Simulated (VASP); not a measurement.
# Cd (Fm-3m) in VASP: notebook

The runs below take Cd through single point, relaxation of cell and atoms, with PBEsol.

Program: VASP 6.6.1. These are calculated values, not measurements. Logs are shortened: lines on timing, memory, paths and dates and some standing lists are left out, and cuts for length are marked.

## (1) Starting point

It takes space group Fm-3m (No. 225, cubic). Conventional cell: a = 4.380 Å, b = 4.380 Å, c = 4.380 Å, α = 90.00°, β = 90.00°, γ = 90.00°. Cd (site symmetry m-3m) has 12 Cd at 3.10 Å as nearest neighbours.

This isn't the form of Cd at room conditions, which is hcp.

## (2) Single point, PBEsol

INCAR

```
ALGO = Fast
EDIFF = 1E-6
ENCUT = 520
GGA = PS
ISIF = 2
ISMEAR = 1
LASPH = T
LCHARG = F
LREAL = F
LWAVE = F
NBANDS = 12
NELM = 100
PREC = Accurate
SIGMA = 0.1
```

KPOINTS

```
k-points
0
Gamma
  10 10 10
```

POSCAR

```
Cd
1.0
    0.0000000000      2.1900106266      2.1900106266
    2.1900106266      0.0000000000      2.1900106266
    2.1900106266      2.1900106266      0.0000000000
Cd
1
Direct
    0.0000000000      0.0000000000      0.0000000000
```

Potentials or basis: VASP PAW PBE potentials, release 64 (Cd).

On the command line:

```sh
cat potpaw_PBE.64/Cd/POTCAR > POTCAR
mpirun -np 1 vasp_std > vasp.out
```

OUTCAR:

```text
EDIFF = 1E-6
   ENCUT = 520
   GGA = PS
   ISIF = 2
   ISMEAR = 1
   LASPH = T
   LREAL = F
   NELM = 100
   PREC = Accurate

 ion  position               nearest neighbor table
   1  0.000  0.000  0.000-

  LATTYP: Found a face centered cubic cell.
 ALAT       =     4.3800212532

  Lattice vectors:

 A1 = (   0.0000000000,   2.1900106266,   2.1900106266)
 A2 = (   2.1900106266,   0.0000000000,   2.1900106266)
 A3 = (   2.1900106266,   2.1900106266,   0.0000000000)

Analysis of symmetry for initial positions (statically):
=====================================================================
 Subroutine PRICEL returns:
 Original cell was already a primitive cell.

 Routine SETGRP: Setting up the symmetry group for a
 face centered cubic supercell.

 Subroutine GETGRP returns: Found 48 space group operations
 (whereof 48 operations were pure point group operations)
 out of a pool of 48 trial point group operations.

The static configuration has the point symmetry O_h .

Analysis of symmetry for dynamics (positions and initial velocities):
=====================================================================
 Subroutine PRICEL returns:
 Original cell was already a primitive cell.

 Routine SETGRP: Setting up the symmetry group for a
 face centered cubic supercell.

 Subroutine GETGRP returns: Found 48 space group operations
 (whereof 48 operations were pure point group operations)
 out of a pool of 48 trial point group operations.

The dynamic configuration has the point symmetry O_h .

 Subroutine INISYM returns: Found 48 space group operations
 (whereof 48 operations are pure point group operations),
 and found     1 'primitive' translations

----------------------------------------------------------------------------------------

                                     Primitive cell

  volume of cell :      21.0072

  direct lattice vectors                    reciprocal lattice vectors
     0.000000000  2.190010627  2.190010627    -0.228309394  0.228309394  0.228309394
     2.190010627  0.000000000  2.190010627     0.228309394 -0.228309394  0.228309394
     2.190010627  2.190010627  0.000000000     0.228309394  0.228309394 -0.228309394

  length of vectors
     3.097142730  3.097142730  3.097142730     0.395443471  0.395443471  0.395443471

  position of ions in fractional coordinates (direct lattice)
     0.000000000  0.000000000  0.000000000

  ion indices of the primitive-cell ions
   primitive index   ion index
                 1           1

----------------------------------------------------------------------------------------
[... 83 lines left out ...]
   EMIN   =  10.00;   EMAX   =-10.00  energy-range for DOS
   EFERMI =   0.00;   METHOD = LEGACY
   ISMEAR =     1;   SIGMA  =   0.10  broadening in eV -4-tet -1-fermi 0-gaus
   EFERMI_NEDOS =   21; number of points for ismear=-14 and -15
   IALGO  =     68    algorithm
   IMIX   =      4    mixing-type and parameters
     AMIX     =   0.40;   BMIX     =  1.00
     AMIX_MAG =   1.60;   BMIX_MAG =  1.00
  volume/ion in A,a.u.               =      21.01       141.76
  Fermi-wavevector in a.u.,A,eV,Ry     =   1.358352  2.566913 25.104388  1.845120
  Thomas-Fermi vector in A             =   2.485193
   LORBIT       =      0    0 simple, 1 ext, 2 COOP (PROOUT), +10 PAW based schemes
   GGA     = PS    functional components
   LHFCALC =     F    Hartree Fock is set to
   AEXX    =    0.0000 exact exchange contribution
   IVDW    =     0    specifies the selected vdW correction
   LEPSILON=     F    determine dielectric tensor
   LRPA    =     F    only Hartree local field effects (RPA)
 non-spin polarized calculation
 RMM-DIIS sequential band-by-band and
 Methfessel and Paxton  Order N= 1 SIGMA  =   0.10
  energy-cutoff  :      520.00
  volume of cell :       21.01
 maximum number of plane-waves:       588
   NGX = 11   NGY = 11   NGZ = 11

 number of electron      12.0000006 magnetization

 Free energy of the ion-electron system (eV)
  ---------------------------------------------------
  ext. energy  EPLUGINS =         0.00000000
  ---------------------------------------------------
  free energy    TOTEN  =        -1.18485731 eV

  energy without entropy =       -1.18481448  energy(sigma->0) =       -1.18484303

 E-fermi :   3.0841     XC(G=0): -11.3677

 val. band max:        3.0613339273   @ k =  -0.4000   0.3000   0.0000
 cond. band min:       3.0975876958   @ k =  -0.4000   0.4000   0.0000
 fundamental gap:      0.0362537685
 Fermi energy:         3.0840884194

 k-point     1 :       0.0000    0.0000    0.0000
  band No.  band energies     occupation
      1      -6.2366      2.00000
      2      -6.2366      2.00000
      3      -6.2366      2.00000
      4      -6.1765      2.00000
      5      -5.7382      2.00000
      6      -5.7382      2.00000
      7      16.9621      0.00000
      8      18.2374      0.00000
      9      18.2374      0.00000
     10      18.2374      0.00000
     11      21.6943      0.00000
     12      21.6943      0.00000
[... 331 lines left out ...]
 k-point    24 :       0.4000    0.3000    0.0000
  band No.  band energies     occupation
      1      -6.7587      2.00000
      2      -6.5888      2.00000
      3      -5.5948      2.00000
      4      -5.5638      2.00000
      5      -5.3544      2.00000
      6      -1.3292      2.00000
      7       8.9222      0.00000
      8       9.7809      0.00000
      9      11.1600      0.00000
     10      14.6428      0.00000
     11      16.5810      0.00000
     12      27.5789      0.00000

 [... further k-points ...]

------------------------ aborting loop because EDIFF is reached ----------------------------------------

  FORCE on cell =-STRESS in cart. coord.  units (eV):
  Direction    XX          YY          ZZ          XY          YZ          ZX
  --------------------------------------------------------------------------------------
  -------------------------------------------------------------------------------------
  Total        0.0537763      0.0537763      0.0537763     -0.0000000     -0.0000000      0.0000000
  in kB        4.1014065      4.1014065      4.1014065     -0.0000000     -0.0000000      0.0000000
  external PRESSURE =       4.1014065 kB  Pullay stress =       0.0000000 kB

 VOLUME and BASIS-vectors are now :
 -----------------------------------------------------------------------------
  energy-cutoff  :      520.00
  volume of cell :       21.01
      direct lattice vectors                 reciprocal lattice vectors
     0.000000000  2.190010627  2.190010627    -0.228309394  0.228309394  0.228309394
     2.190010627  0.000000000  2.190010627     0.228309394 -0.228309394  0.228309394
     2.190010627  2.190010627  0.000000000     0.228309394  0.228309394 -0.228309394

 POSITION                                       TOTAL-FORCE (eV/Angst)
 -----------------------------------------------------------------------------------
      0.00000      0.00000      0.00000         0.000000     -0.000000     -0.000000
 -----------------------------------------------------------------------------------
    total drift:                               -0.000000      0.000000      0.000000

  FREE ENERGIE OF THE ION-ELECTRON SYSTEM (eV)
  ---------------------------------------------------
  free  energy   TOTEN  =        -1.1848573099 eV

  energy  without entropy=       -1.1848144802  energy(sigma->0) =       -1.18484303
```

It took 8 s on 1 thread of Intel Xeon Platinum 8259CL at 2.50GHz (Skylake/Cascade Lake), shared host; peak memory 0.14 GiB.

Results:

```
Free energy            : -1.1849 eV
Pressure               : 0.4 GPa
Band gap on the k mesh : none (metal or under the smearing width)
```

Levels at points of the mesh, in eV from the Fermi level:
```tsv
k point	band 2	band 3	band 4	band 5	band 6	band 7	band 8	band 9	band 10	band 11
(0.00, 0.00, 0.00)	-9.32	-9.32	-9.26	-8.82	-8.82	13.88	15.15	15.15	15.15	18.61
(0.50, 0.00, 0.00)	-9.32	-9.32	-8.42	-8.42	-2.66	-1.42	12.71	12.71	12.96	16.62
(0.50, 0.50, 0.00)	-9.96	-8.44	-8.31	-8.31	-1.08	1.37	6.74	6.74	11.18	11.28
```

Caveat: the PAW data sets were made with another functional, which shifts forces and pressure a little.

## (3) Relaxation of cell and atoms, PBEsol

This run uses another cell than the first one, of 21.83 Å³/atom, 1.039 times its volume.

INCAR

```
SYSTEM = Cd
PREC = Accurate
ENCUT = 600
EDIFF = 1E-7
ISMEAR = 1
SIGMA = 0.1
LREAL = .FALSE.
LASPH = .TRUE.
NELM = 100
ALGO = Normal
ISIF = 3
LWAVE = .FALSE.
LCHARG = .FALSE.
GGA = PS
IBRION = 2
NSW = 80
EDIFFG = -0.01
```

KPOINTS

```
regular mesh
0
G
  10 10 10
  0 0 0
```

POSCAR

```
Cd
1.0
    0.0000000000      2.2181500000      2.2181500000
    2.2181500000      0.0000000000      2.2181500000
    2.2181500000      2.2181500000      0.0000000000
Cd
1
Direct
    0.0000000000      0.0000000000      0.0000000000
```

Potentials or basis: VASP PAW PBE potentials, release 64 (Cd).

On the command line:

```sh
cat potpaw_PBE.64/Cd/POTCAR > POTCAR
mpirun -np 1 vasp_std > vasp.out
```

Run time: 22 s. Hardware: 1 thread of Intel Xeon Platinum 8259CL at 2.50GHz (Skylake/Cascade Lake), shared host; peak memory 0.16 GiB.

It converged, with:

* Free energy: -1.1855 eV
* Relaxed volume: 21.09 Å³/atom
* Relaxed cell: a = 3.101 Å, b = 3.101 Å, c = 3.101 Å, α = 60.00°, β = 60.00°, γ = 60.00°
* Space group after relaxing (to 0.05 Å): Fm-3m (No. 225)
* Energy gained by relaxing: 4.0 meV/atom
* Ionic steps: 2
* Pressure after relaxing: 0.0 GPa
* Band gap on the k mesh: none (metal or under the smearing width)

Step by step:
```tsv
step	energy change (eV)	largest force (eV/Å)	pressure (GPa)	volume (Å³)
1	0.0000	0.0000	-1.72	21.83
2	-0.0040	0.0000	0.03	21.09
```

Final structure:
```
CELL_PARAMETERS angstrom
0.00000 2.19305 2.19305
2.19305 0.00000 2.19305
2.19305 2.19305 0.00000
ATOMIC_POSITIONS crystal
Cd 0.00000 0.00000 0.00000
```

Levels at points of the mesh, in eV from the Fermi level:
| k point | band 3 | band 4 | band 5 | band 6 | band 7 | band 8 | band 9 | band 10 |
| --- | --- | --- | --- | --- | --- | --- | --- | --- |
| (0.00, 0.00, 0.00) | -9.31 | -9.23 | -8.81 | -8.81 | 13.87 | 15.11 | 15.11 | 15.11 |
| (0.50, 0.00, 0.00) | -9.30 | -8.41 | -8.41 | -2.64 | -1.43 | 12.67 | 12.67 | 12.95 |
| (0.50, 0.50, 0.00) | -8.43 | -8.31 | -8.31 | -1.07 | 1.35 | 6.73 | 6.73 | 11.16 |

Caveat: the PAW data sets were made with another functional, which shifts forces and pressure a little.
